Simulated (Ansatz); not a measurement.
The cell is NaF, CsCl type; cell and atoms were relaxed with r2SCAN. Space group Pm-3m (No. 221), cubic; a = 2.793 Å in the conventional setting, 10.90 Å³ an atom. Around Na lie 8 F at 2.42 Å; around F lie 8 Na at 2.42 Å.

```
Na F
1.0
     2.79349    0.00000    0.00000
     0.00000    2.79349    0.00000
     0.00000    0.00000    2.79349
Na F
1 1
Cartesian
  0.0000 0.0000 0.0000
  1.3967 1.3967 1.3967
```

4 runs of Ansatz on this cell differ in the functional (and in the settings that go with it). Levels are in eV from each run's valence top; v1 is the last filled band, c1 the first empty one.

Run A, mean stress 0.0 GPa (compression positive):
```
point      v5     v3     v1     c1     c2     c3
    Γ  -20.53  -0.34  -0.34   7.06  16.79  16.79
    X  -20.50  -2.63  -0.21  11.88  12.97  20.97
    M  -20.50  -1.90   0.00  13.07  16.46  16.46
    R  -20.71  -1.67  -1.67  15.50  15.50  15.50
```

Run B, mean stress +1.8 GPa (compression positive):
```
point      v5     v3     v1     c1     c2     c3
    Γ  -21.43  -0.35  -0.35   8.33  18.04  18.04
    X  -21.40  -2.74  -0.22  13.20  14.32  22.28
    M  -21.38  -1.98   0.00  14.28  17.83  17.83
    R  -21.62  -1.75  -1.75  16.75  16.75  16.75
```

Run C, mean stress +4.4 GPa (compression positive):
```
point      v5     v3     v1     c1     c2     c3
    Γ  -20.04  -0.34  -0.34   6.13  15.79  15.79
    X  -20.01  -2.66  -0.21  10.88  11.90  19.97
    M  -19.98  -1.89   0.00  12.01  15.30  15.30
    R  -20.22  -1.66  -1.66  14.44  14.44  14.44
```

Run D, mean stress -1.3 GPa (compression positive):
```
point      v5     v3     v1     c1     c2     c3
    Γ  -21.77  -0.35  -0.35   9.70  19.45  19.45
    X  -21.74  -2.74  -0.22  14.62  15.81  23.68
    M  -21.72  -2.00   0.00  15.74  19.36  19.36
    R  -21.95  -1.77  -1.77  18.21  18.21  18.21
```

Problem. Match the runs to PBE, r2SCAN, HSE06, r2SCAN0.

Solution. A is r2SCAN, B is HSE06, C is PBE, D is r2SCAN0. In order of the gap: PBE 6.13, r2SCAN 7.06, HSE06 8.33, r2SCAN0 9.70 eV. The stress vanishes for r2SCAN, which relaxed the cell.

No spin polarisation and no zero-point or thermal motion; the cell was built from a prototype and may be hypothetical.

The stress of a hybrid is loosely converged in these runs.

The meshes of the hybrids are coarse, so their gaps aren't converged to the digits shown.
